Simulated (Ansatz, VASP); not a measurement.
Given: the input of a run of VASP 6.6.1 on ZnS (Wurtzite-4H).

File INCAR:

```
SYSTEM = ZnS
PREC     = Accurate       ! precision mode
ENCUT    = 600            ! plane-wave cutoff, eV
EDIFF    = 1E-7           ! SCF threshold, eV
ISMEAR   = -1             ! smearing method
SIGMA    = 0.05           ! smearing width, eV
LREAL    = .FALSE.        ! projectors in reciprocal space
LASPH    = .TRUE.         ! aspherical terms in the spheres
NELM     = 60             ! most SCF steps
ALGO     = Normal         ! electronic algorithm
ISIF     = 3              ! what is computed and relaxed
LWAVE    = .FALSE.        ! write WAVECAR
LCHARG   = .FALSE.        ! write CHGCAR
GGA      = PE             ! functional
IBRION   = 2              ! ionic algorithm
NSW      = 40             ! ionic steps
EDIFFG   = -0.01          ! ionic threshold
```

File KPOINTS:

```
regular mesh
0
G
  8 8 3
  0 0 0
```

Contents of POSCAR:

```
ZnS
1.0
    3.8227000000      0.0000000000      0.0000000000
   -1.9113500000      3.3105553110      0.0000000000
    0.0000000000      0.0000000000     12.5200000000
Zn S
4 4
Direct
    0.6666666667      0.3333333333      0.7500000000
    0.3333333333      0.6666666667      0.2500000000
    0.0000000000      0.0000000000      0.5000000000
    0.0000000000      0.0000000000      0.0000000000
    0.6666666667      0.3333333333      0.9375000000
    0.3333333333      0.6666666667      0.4375000000
    0.0000000000      0.0000000000      0.6875000000
    0.0000000000      0.0000000000      0.1875000000
```

Potentials or basis: VASP PAW PBE potentials, release 64 (Zn, S).

Run with:

```bash
$ cat potpaw_PBE.64/Zn/POTCAR potpaw_PBE.64/S/POTCAR > POTCAR
$ mpirun -np 1 vasp_std > vasp.out
```

Question: Translate it to Ansatz 0.2.0. Potentials there: Ansatz PAW.

Answer: As run (the cutoff follows the program's own potentials):

File input.yaml:

```yaml
crystal:
  lattice:
    - [3.8227, 0.0, 0.0]
    - [-1.91135, 3.310555311, 0.0]
    - [0.0, 0.0, 12.52]
  atoms:
    - { symbol: Zn, position: [0.6666666667, 0.3333333333, 0.75] }
    - { symbol: Zn, position: [0.3333333333, 0.6666666667, 0.25] }
    - { symbol: Zn, position: [0.0, 0.0, 0.5] }
    - { symbol: Zn, position: [0.0, 0.0, 0.0] }
    - { symbol: S, position: [0.6666666667, 0.3333333333, 0.9375] }
    - { symbol: S, position: [0.3333333333, 0.6666666667, 0.4375] }
    - { symbol: S, position: [0.0, 0.0, 0.6875] }
    - { symbol: S, position: [0.0, 0.0, 0.1875] }
hamiltonian:
  xc: pbe
  pseudopotentials: { kind: paw }
kpoints:
  mp_grid: { grid: [8, 8, 3] }
scf:
  occupations: { method: fermi_dirac, width: 0.05 }
output:
  forces: true
  stress: true
relax:
  f_tol: 0.01
  max_steps: 40
  cell: { stress_tol: 0.05 }
```

Potentials or basis: Ansatz PAW.

Run with:

```console
$ ansatz run input.yaml --threads 4 --pin off --max-ram 11264MiB --backend cpu --events-out ev --progress --plain --runs-dir out
```

Both were run:

|  | VASP | Ansatz | Ansatz less VASP |
| --- | --- | --- | --- |
| relaxed volume (Å³/atom) | 20.22 | 20.17 | -0.053 |
| relaxed cell length with the largest relative difference (Å) | 3.850 | 3.847 | -0.0035 |
| energy change over the relaxation (meV/atom) | -2 | -2 | +0.3 |

Caveats: the plane-wave basis is chosen anew once the cell has moved, so the energies of steps on either side of that aren't comparable (Ansatz). Zero-point motion and thermal expansion aren't in these numbers. A k mesh can miss the band edges.
